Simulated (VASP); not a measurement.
The system is CuO.

```
Cu O
1.0
     2.55255    0.00000    0.00000
     0.00000    2.55255    0.00000
     0.00000    0.00000    2.55255
Cu O
1 1
Cartesian
  0.0000 0.0000 0.0000
  1.2763 1.2763 1.2763
```

Measurements of this composition are mostly on another form, of space group No. 15.

- Program: VASP 6.6.1
- Task: relaxation of cell and atoms
- Functional: r2SCAN
- Dispersion: D3(BJ)
- Potentials or basis: VASP PAW PBE potentials, release 64 (Cu, O)
- Cutoff: 600 eV
- k mesh: 10 × 10 × 10
- Occupations: gaussian, width 0.05 eV
- Spin: no spin polarisation

At the start: pressure 9.3 GPa; volume 8.32 Å³/atom.

Problem. How do energy, volume and symmetry change on relaxing?

Solution. Over 3 steps the energy falls by 9.6 meV/atom and the volume is 8.66 Å³/atom (+4.1 %); space group Pm-3m (No. 221, to 0.05 Å).

The path:
```tsv
step	energy change (eV)	largest force (eV/Å)	pressure (GPa)	volume (Å³)
1	0.0000	0.0000	9.29	16.63
2	-0.0103	0.0000	-5.49	17.82
3	-0.0192	0.0000	-0.02	17.32
```

Final structure:
```xyz
2
Lattice="2.5873 0.0000 0.0000 0.0000 2.5873 0.0000 0.0000 0.0000 2.5873" Properties=species:S:1:pos:R:3 pbc="T T T"
Cu    0.0000    0.0000    0.0000
O     1.2937    1.2937    1.2937
```

Caveat: the PAW data sets were made with another functional, which shifts forces and pressure a little; an odd number of electrons without spin polarisation forces a metal; a magnetic or distorted state may lie lower; the run has no spin polarisation, though such a crystal can be magnetic; pairwise dispersion overbinds metals, which lowers pressure and volume.
